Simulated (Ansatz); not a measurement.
All-electron LAPW in Ansatz 0.2.0 under PBE, scalar-relativistic, energies extrapolated to zero smearing. Slabs are 1×1 cells cut from bulk crystals relaxed on PAW files, with atoms then relaxed, 16 to 20 Å of vacuum, a dipole correction, k spacings of 0.16 to 0.26 Å⁻¹ and smearing of 0.02 to 0.1 eV, without spin–orbit coupling or spin polarisation. The bulk type named needn't be the stable one, and no reconstruction is allowed.

```tsv
slab	area (Å²)	γ (J/m²)	Δd12 (%)
wurtzite GaN (10-10), 2 layers	16.87	0.78	-75.6
zincblende GaN (110), 2 layers	14.63	?	?
zincblende GaN (110), 4 layers	14.63	1.67	-8.5
```

What belongs in the row "zincblende GaN (110), 2 layers", column "γ (J/m²)"?

1.29.

Give the missing entry: row "zincblende GaN (110), 2 layers", column "Δd12 (%)".

-25.9.
